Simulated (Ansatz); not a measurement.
C: stable or not

The cell was found from a structure generator's guess, not taken from experiment.

Computed with Ansatz, DFT PBE, scalar-relativistic, plane waves, PAW. Cutoff 420 eV, Γ-centred 24×24×12 mesh (2-atom cell), Gaussian smearing of 0.10 eV, no spin polarisation.

```cif
data_structure
_symmetry_space_group_name_H-M 'P6/mmm'
_symmetry_Int_Tables_number 191
_cell_length_a 2.4665
_cell_length_b 2.4665
_cell_length_c 4.4227
_cell_angle_alpha 90.000
_cell_angle_beta 90.000
_cell_angle_gamma 120.000
_cell_volume 23.30
loop_
_atom_site_label
_atom_site_type_symbol
_atom_site_symmetry_multiplicity
_atom_site_Wyckoff_symbol
_atom_site_fract_x
_atom_site_fract_y
_atom_site_fract_z
_atom_site_occupancy
C1 C 2 d 0.66667 0.33333 0.50000 1
```

Energies count from the standard state of C at the same level.

Task: These tests were run: phonons at Γ; elastic tensor. What do they show?

Result:

| test | result |
| --- | --- |
| phonons at Γ | lowest optical mode 872 cm⁻¹ |
| elastic tensor | least eigenvalue 0 GPa |

It fails none of these tests outright. Whether a mixture of other phases lies lower isn't tested here. Phonons away from Γ weren't computed. Undecided within the accuracy: elastic tensor.

No dispersion correction is applied, so the spacing and binding between layers, chains or molecules are poorly described. The reference form of C is held partly by dispersion forces, which this level lacks. The run for the phonons used a 24×24×12 k mesh and Fermi–Dirac smearing of 0.15 eV. The run for the elastic tensor used a 24×24×12 k mesh and Fermi–Dirac smearing of 0.15 eV.
